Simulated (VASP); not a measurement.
Runs of VASP 6.6.1 on BN. It takes space group F-43m (No. 216, cubic). The conventional cell has a = 3.626 Å, b = 3.626 Å, c = 3.626 Å, α = 90.00°, β = 90.00°, γ = 90.00°. Around N (site symmetry -43m) lie 4 B at 1.57 Å. Around B (site symmetry -43m) lie 4 N at 1.57 Å. The cell is a database's computed one.

| task | level | cell | k mesh | cutoff (eV) | grid for exact exchange (PRECFOCK) | exchange at q = 0 | share of exact exchange | mesh quality | gap on the mesh (eV) | pressure (GPa) | relaxed volume (Å³/atom) |
| --- | --- | --- | --- | --- | --- | --- | --- | --- | --- | --- | --- |
| relaxation of cell and atoms | rev-vdW-DF2 | relaxed | 13 × 13 × 13 | 600 | - | - | - | not flagged | 4.59 | 0.0 | 5.92 |
| relaxation of cell and atoms | RPBE+D3 | relaxed | 13 × 13 × 13 | 600 | - | - | - | not flagged | 4.56 | 0.0 | (a) |
| relaxation of cell and atoms | PBE-EpsX | relaxed | 7 × 7 × 7 | 600 | Fast | default | 0.2167 | coarse | 6.56 | 0.0 | 5.84 |
| relaxation of cell and atoms | PBE | relaxed | 13 × 13 × 13 | 600 | - | - | - | not flagged | (b) | 0.0 | 5.95 |
| band structure | LAK | as given | 13 × 13 × 13 | 520 | - | - | - | not flagged | 5.56 | 0.1 | - |

Alike in all rows: potentials or basis VASP PAW PBE potentials, release 64 (N, B); no spin polarisation; smearing fermi-dirac 0.05 eV.

Fill in the values left out.

(a) 5.94; (b) 4.52.

Caveats: some runs use coarse meshes; the PAW data sets were made with another functional, which shifts forces and pressure a little (some runs); an odd mesh through Γ misses points on the zone boundary, where band edges often lie (some runs).

Not every run made on this cell is shown here.
